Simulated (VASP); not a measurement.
## Au: single point with PBE

Au, a slab with vacuum:

```xyz
3
Lattice="2.9402 0.0000 0.0000 0.0000 2.9402 0.0000 0.0000 0.0000 19.1581" Properties=species:S:1:pos:R:3 pbc="T T T"
Au    1.4701    1.4701    7.5312
Au    0.0000    0.0000    9.5791
Au    1.4701    1.4701   11.6269
```

The slab is cut from a database's or a generator's crystal, which needn't be the stable form of the element.

The cell isn't the ideal one: (1 0 0) slab, atoms relaxed.

```json
{
 "Program": "VASP 6.6.1",
 "Task": "single point",
 "Functional": "PBE",
 "Potentials or basis": "VASP PAW PBE potentials, release 64 (Au)",
 "Cutoff": "520 eV",
 "k mesh": "12 × 12 × 1",
 "Occupations": "gaussian, width 0.1 eV",
 "Spin": "no spin polarisation",
 "Dipole correction": "yes",
 "Further INCAR settings": "ALGO = Normal; EDIFF = 1e-06; NBANDS = 24"
}
```

The largest force is 0.010 eV/Å and the band gap on the k mesh is none (metal or under the smearing width).

Forces on the atoms (eV/Å):
```
Au   0.000  0.000  0.010
Au   0.000  0.000  0.000
Au   0.000  0.000 -0.010
```

Levels at points of the mesh, in eV from the Fermi level:
| k point | band 13 | band 14 | band 15 | band 16 | band 17 | band 18 | band 19 | band 20 | band 21 | band 22 |
| --- | --- | --- | --- | --- | --- | --- | --- | --- | --- | --- |
| (0.00, 0.00, 0.00) | -2.62 | -1.99 | -1.74 | -1.69 | -1.69 | -0.79 | 1.69 | 4.83 | 5.45 | 6.14 |
| (0.50, 0.00, 0.00) | -1.98 | -1.97 | -1.82 | 0.02 | 0.12 | 0.47 | 2.06 | 3.15 | 5.79 | 7.52 |
| (0.50, 0.50, 0.00) | -1.57 | -1.15 | -1.15 | 2.75 | 2.75 | 5.09 | 5.12 | 5.58 | 5.82 | 5.82 |

Run time: 64 s on 1 thread of Intel(R) Xeon(R) 6975P-C (Granite Rapids), on a shared host, peak memory 0.3 GiB.

The run has no spin-orbit coupling, so splittings on Au are missing.
